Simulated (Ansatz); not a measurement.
Here is an Ansatz 0.2.0 calculation.

Contents of input.yaml:

```yaml
crystal:
  lattice:
    - [2.83632511, 0.0, 0.0]
    - [-1.41816255, 2.4563296, 0.0]
    - [0.0, 0.0, 2.76811278]
  atoms:
    - { symbol: Cu, position: [0.0, 0.0, 0.0] }
    - { symbol: O, position: [0.6666666667, 0.3333333333, 0.5] }
hamiltonian:
  xc: pbe
  pseudopotentials: { kind: paw }
kpoints:
  mp_grid: { grid: [11, 11, 10] }
scf:
  occupations: { method: fermi_dirac, width: 0.05 }
output:
  forces: true
  stress: true
  eigenvalues: true
```

Potentials or basis: Ansatz PAW.

The run is started by

```console
$ ansatz run input.yaml --threads 2 --pin off --max-ram 5632MiB --backend cpu --events-out ev --progress --plain --runs-dir out
```

(1) What does it give for the band gap on the k mesh?

(2) Estimate the pressure.

## Answers

(1) none (metal or under the smearing width).

(2) -0.5 GPa.

Caveat: the pressure holds a Pulay correction of +0.7 GPa for the finite cutoff; an odd number of electrons without spin polarisation forces a metal; a magnetic or distorted state may lie lower; the run has no spin polarisation, though such a crystal can be magnetic; semilocal functionals often make such compounds metallic where correlation or magnetic order opens a gap, which also shifts bond lengths.
